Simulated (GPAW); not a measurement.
# GaN (P6_3mc) in GPAW: convergence with k mesh

Aim: find how far k mesh must go before the results for GaN settle, at PBE. This setting moves, with any that are tied to it; all else stays.

Everything below comes from runs of GPAW 26.7.0. Logs are shortened: lines on timing, memory, paths and dates and some standing lists are left out, and cuts for length are marked. The log counts tension as positive stress, the text compression.

### 1 Starting point

It takes space group P6_3mc (No. 186, hexagonal). The conventional cell has a = 3.180 Å, b = 3.180 Å, c = 5.166 Å, α = 90.00°, β = 90.00°, γ = 120.00°. Ga (site symmetry 3m) is surrounded by 4 N at 1.94 to 1.95 Å. Around N (site symmetry 3m) lie 4 Ga at 1.94 to 1.95 Å.

### 2 With k mesh 3 × 3 × 2

Contents of run.py:

```python
import json
import numpy as np
from ase.dft.bandgap import bandgap
from ase.io import write
from ase.spacegroup import crystal
from gpaw import GPAW, PW
from gpaw.response.g0w0 import G0W0

# Ga 2b
# N 2b
atoms = crystal(['Ga', 'N'],
                basis=[[0.6666666667, 0.3333333333, 0.5],
                       [0.6666666667, 0.3333333333, 0.875]],
                spacegroup=186, setting=1,  # P6_3mc
                cellpar=[3.18, 3.18, 5.166, 90.0, 90.0, 120.0],
                primitive_cell=True)

calc = GPAW(mode=PW(550),
            xc='PBE',
            kpts={'size': (3, 3, 2), 'gamma': True},
            occupations={'name': 'fermi-dirac', 'width': 0.001},
            nbands=18,
            convergence={'density': 1e-06},
            maxiter=150,
            txt='gpaw.txt')
atoms.calc = calc
energy = atoms.get_potential_energy()
calc.write('gs.gpw')
write('result.traj', atoms)
print(f'Energy: {energy:.6f} eV')
print('Fermi level:', round(calc.get_fermi_level(), 4), 'eV')
print(f'Gap: {bandgap(calc)[0]:.4f} eV, direct: {bandgap(calc, direct=True)[0]:.4f} eV')

calc.diagonalize_full_hamiltonian(nbands=77)
calc.write('full.gpw', mode='all')

ibz = calc.get_ibz_k_points()
gap, vbm, cbm = bandgap(calc, output=None)
gap, direct, _ = bandgap(calc, direct=True, output=None)
gamma = int(np.abs(ibz).sum(1).argmin())
kpts = sorted({gamma, vbm[1], cbm[1], direct[1]})
gw = G0W0(calc='full.gpw',
          filename='gw',
          ecut=80,
          ecut_extrapolation=False,
          relbands=(-1, 1),
          kpts=kpts,
          integrate_gamma='1BZ',
          nbands=73,
          ppa=True)
gw.calculate()
results = {mode: {key: np.asarray(r[key]).tolist() for key in ['f', 'eps', 'vxc', 'exx', 'sigma', 'Z', 'qp', 'sigma_eskn']}
           for mode, r in gw.all_results.items()}
json.dump({'kpts': ibz[kpts].tolist(), 'results': results}, open('gw.json', 'w'))
for mode, r in results.items():
    f, qp = np.array(r['f']), np.array(r['qp'])
    print(mode, 'quasiparticle energies (eV):')
    print(qp.round(3))
    print(mode, 'gap:', round(qp[f < 0.5].min() - qp[f > 0.5].max(), 4), 'eV')
```

Potentials or basis: GPAW PAW data sets (gpaw-data 1.2.1), pw.

Command:

```bash
$ OMP_NUM_THREADS=1 python run.py
```

Wall time 2.3 min (1 thread of AMD EPYC 7B13 (Zen 3), shared host); peak memory 0.36 GiB.

Results:

- Free energy: -23.1988 eV
- Band gap on the k mesh, mean-field level: 1.98 eV, direct
- Quasiparticle gap: 3.07 eV
- Least direct quasiparticle gap: 3.07 eV

### 3 With k mesh 4 × 4 × 2

Changes to run.py since step 2:

```diff
@@ -19,3 +19,3 @@
             xc='PBE',
-            kpts={'size': (3, 3, 2), 'gamma': True},
+            kpts={'size': (4, 4, 2), 'gamma': True},
             occupations={'name': 'fermi-dirac', 'width': 0.001},
```

Potentials or basis: GPAW PAW data sets (gpaw-data 1.2.1), pw.

Command:

```bash
$ OMP_NUM_THREADS=1 python run.py
```

Wall time 3.1 min (1 thread of AMD EPYC 7B13 (Zen 3), shared host); peak memory 0.35 GiB.

Results (log left out):

```yaml
Free_energy: -23.4366 eV
Band_gap_on_the_k_mesh_mean-field_level: 2.01 eV, direct
Quasiparticle_gap: 3.08 eV
Least_direct_quasiparticle_gap: 3.08 eV
```

### 4 With k mesh 5 × 5 × 3

Changes to run.py since step 3:

```diff
@@ -19,3 +19,3 @@
             xc='PBE',
-            kpts={'size': (4, 4, 2), 'gamma': True},
+            kpts={'size': (5, 5, 3), 'gamma': True},
             occupations={'name': 'fermi-dirac', 'width': 0.001},
```

Command:

```bash
$ OMP_NUM_THREADS=1 python run.py
```

Run time: 5 min. Hardware: 1 thread of AMD EPYC 7B13 (Zen 3), shared host; peak memory 0.43 GiB.

It converged, with:

| Property | Result |
| --- | --- |
| Free energy | -23.4873 eV |
| Band gap on the k mesh, mean-field level | 2.02 eV, direct |
| Quasiparticle gap | 3.31 eV |
| Least direct quasiparticle gap | 3.31 eV |

### 5 With k mesh 6 × 6 × 3

Changes to run.py since step 4:

```diff
@@ -19,3 +19,3 @@
             xc='PBE',
-            kpts={'size': (5, 5, 3), 'gamma': True},
+            kpts={'size': (6, 6, 3), 'gamma': True},
             occupations={'name': 'fermi-dirac', 'width': 0.001},
```

Command:

```bash
$ OMP_NUM_THREADS=1 python run.py
```

It took 7.4 min on 1 thread of AMD EPYC 7B13 (Zen 3), shared host; peak memory 0.41 GiB.

The run converged. Its results:

- Free energy: -23.4963 eV
- Band gap on the k mesh, mean-field level: 2.02 eV, direct
- Quasiparticle gap: 3.27 eV
- Least direct quasiparticle gap: 3.27 eV

### 6 With k mesh 7 × 7 × 4

Changes to run.py since step 5:

```diff
@@ -19,3 +19,3 @@
             xc='PBE',
-            kpts={'size': (6, 6, 3), 'gamma': True},
+            kpts={'size': (7, 7, 4), 'gamma': True},
             occupations={'name': 'fermi-dirac', 'width': 0.001},
```

Potentials or basis: GPAW PAW data sets (gpaw-data 1.2.1), pw.

Command:

```bash
$ OMP_NUM_THREADS=1 python run.py
```

gpaw.txt:

```text
__  _  _
 | _ |_)|_||  |
 |__||  | ||/\| - 26.7.0

Input parameters:
  mode=PW(ecut=550.0),
  convergence={'density': 1e-06},
  kpts=MonkhorstPack(size=(7, 7, 4), gamma=True),
  maxiter=150,
  nbands=18,
  occupations=Occupations(name='fermi-dirac', width=0.001),
  xc=XC(name='PBE')

Diagonalizing LCAO Hamiltonian
Converting LCAO to pw mode

           N

           Ga
        N

        Ga

Atoms  # Å, Bohr magnetons
|   | symbol |         x |        y |        z |    initial magnetic moments |
|---|--------|-----------|----------|----------|-----------------------------|
| 0 |     Ga |  1.590000 | 0.917987 | 2.583000 | ( 0.0000,  0.0000,  0.0000) |
| 1 |     Ga | -0.000000 | 1.835974 | 0.000000 | ( 0.0000,  0.0000,  0.0000) |
| 2 |      N |  1.590000 | 0.917987 | 4.520250 | ( 0.0000,  0.0000,  0.0000) |
| 3 |      N | -0.000000 | 1.835974 | 1.937250 | ( 0.0000,  0.0000,  0.0000) |

Unit cell  # Å
| periodic |         x |        y |        z |  lengths |     angles |
|----------|-----------|----------|----------|----------|------------|
|      yes |  3.180000 | 0.000000 | 0.000000 | 3.180000 |  90.000000 |
|      yes | -1.590000 | 2.753961 | 0.000000 | 3.180000 |  90.000000 |
|      yes |  0.000000 | 0.000000 | 5.166000 | 5.166000 | 120.000000 |

Number of symmetries: 6
Symmetry operations  # r_c * U_cc + t_c -> r_c
|   | kind |            matrix            |
|---|------|------------------------------|
| 0 |  σ   |  1, 1, 0,  0,-1, 0,  0, 0, 1 |
| 1 |  E   |  1, 0, 0,  0, 1, 0,  0, 0, 1 |
| 2 |  C3  |  0, 1, 0, -1,-1, 0,  0, 0, 1 |
| 3 |  σ   |  0,-1, 0, -1, 0, 0,  0, 0, 1 |
| 4 |  σ   | -1, 0, 0,  1, 1, 0,  0, 0, 1 |
| 5 |  C3  | -1,-1, 0,  1, 0, 0,  0, 0, 1 |

BZ-sampling:
  Number of BZ points: 196
  Number of IBZ points: 28

  Monkhorst-Pack size: [7, 7, 4]
  Monkhorst-Pack shift: [0.0, 0.0, 0.125]

K-points  # in reciprocal-cell coordinates
[... 77 lines left out ...]
    | kind |    occ | energy [eV] | rcut [Å] |
    |------|--------|-------------|----------|
    |   2s |  2.000 |     -18.583 |    0.603 |
    |   2p |  3.000 |      -7.089 |    0.529 |
    |    s |        |       8.629 |    0.603 |
    |    p |        |      20.123 |    0.529 |
    |    d |        |       0.000 |    0.577 |

    Using partial waves for N as LCAO basis

Reference energy: -108732.786066  # eV

eigensolver:
  PPCG
  Converge bands: occupied
  niter=2

density mixing:
  MSR1-Mixer
  Pratt-step length: 0.05
  Maximum mixing coefficient: 0.75
  Old densities: 10
  SVD Regularization: 0.005
  Good broyden scale: 1.0
  Trust region scale: 1.0
  Backstep threshold: 4.0
  History deletion threshold: 6.0
  Fourier metric: weight=20.0, sigma=0.015

occupation numbers:
  Fermi-Dirac:
    width: 0.0010  # eV

poisson solver:
  ecut: 4400.0  # eV

xc functional:
  name: PBE with 2 nearest neighbor stencil

convergence criteria:
- Maximum integral of absolute [dens]ity change: 1e-06 electrons / valence electron
- Maximum [total energy] change in last 3 cyles: 0.0005 eV / valence electron
- Maximum integral of absolute [eigenst]ate change: 4e-08 eV^2 / valence electron
maximum number of iterations: 150

SCF iterations
|iter     | |      energy | eigst |  dens |
|---------|-|-------------|-------|-------|
|iter:   1| |  -26.975448 | -0.32 |       |
|iter:   2| |  -26.050160 | -1.88 | -0.57 |
|iter:   3| |  -23.505017 | -0.55 | -0.62 |
|iter:   4| |  -23.500967 | -2.99 | -1.30 |
|iter:   5| |  -23.501555c| -3.49 | -1.58 |
|iter:   6| |  -23.501586c| -5.41 | -2.87 |
|iter:   7| |  -23.501609c| -6.13 | -3.19 |
|iter:   8| |  -23.501608c| -7.04 | -3.92 |
|iter:   9| |  -23.501608c| -7.51c| -4.43 |
|iter:  10| |  -23.501608c| -7.97c| -4.86 |
|iter:  11| |  -23.501608c| -9.20c| -5.76 |
|iter:  12| |  -23.501608c| -9.92c| -6.30c|

Converged in 12 steps
Energy contributions relative to reference atoms: (reference = -108732.786066)

Energy contributions:
  Kinetic:          67.777142
  Coulomb:         -58.313159
  Zero:              0.055725
  External:          0.000000
  Xc:              -33.021317
  Entropy:          -0.000000
  Spinorbit:         0.000000
  ----------------------------
  Free energy:     -23.501608
  Extrapolated:    -23.501608

dipole moment: (-0.000023, -0.000040, -11.573232)  # |e|*Ang

Fermi level: 6.639
Eigenvalues  # (at kpt = [0.000, 0.000, 0.000])
| band index |      eig [eV] | occ [0-2] |
|------------|---------------|-----------|
|          0 |        -9.471 |     2.000 |
|          1 |        -7.098 |     2.000 |
|          2 |        -0.528 |     2.000 |
|          3 |         5.534 |     2.000 |
|          4 |         5.534 |     2.000 |
|          5 |         6.513 |     2.000 |
[... 8 lines left out ...]
|         14 |        18.424 |     0.000 |
|         15 |        18.424 |     0.000 |
|        ... |               |           |
|         17 |        21.836 |     0.000 |

Gap: 2.021 eV
Transition (v -> c):
  (s=0, k=0, n=7, [0.00, 0.00, 0.00]) -> (s=0, k=0, n=8, [0.00, 0.00, 0.00])
No difference between direct/indirect transitions
# Writing to gs.gpw (mode='')

Matrix size: 1340x1340
# Writing to full.gpw (mode='all')
```

It took 15 min on 1 thread of AMD EPYC 7B13 (Zen 3), shared host; peak memory 0.55 GiB.

What came out:

```yaml
Free_energy: -23.5016 eV
Band_gap_on_the_k_mesh_mean-field_level: 2.02 eV, direct
Quasiparticle_gap: 3.27 eV
Least_direct_quasiparticle_gap: 3.27 eV
```

### 7 The series at a glance

| k mesh | energy less the tightest run, at zero smearing (meV/atom) | gap on the mesh (eV) | quasiparticle gap at the points computed (eV) | SCF cycles | CPU time (s) | peak memory (GiB) |
| --- | --- | --- | --- | --- | --- | --- |
| 3 × 3 × 2 | 75.71 | 1.983 | 3.070 | 12 | 140 | 0.36 |
| 4 × 4 × 2 | 16.25 | 2.011 | 3.083 | 12 | 190 | 0.35 |
| 5 × 5 × 3 | 3.57 | 2.017 | 3.314 | 12 | 300 | 0.43 |
| 6 × 6 × 3 | 1.33 | 2.020 | 3.266 | 12 | 450 | 0.41 |
| 7 × 7 × 4 | 0.00 | 2.021 | 3.274 | 12 | 880 | 0.55 |

Against the tightest run, the gap on the mesh stays within 0.01 eV from 5 × 5 × 3 on; the quasiparticle gap at the points computed stays within 0.05 eV from 5 × 5 × 3 on. Not settled before the last step: the energy (to 1 meV/atom). Meshes of other sizes hit other points, so gaps and Fermi surfaces needn't settle smoothly. The tightest run that finished is the yardstick and may itself not be fully converged.

Caveats: the quasiparticle gap is taken among the few k points that were corrected; the long-wavelength limit can be off by a per cent or two.
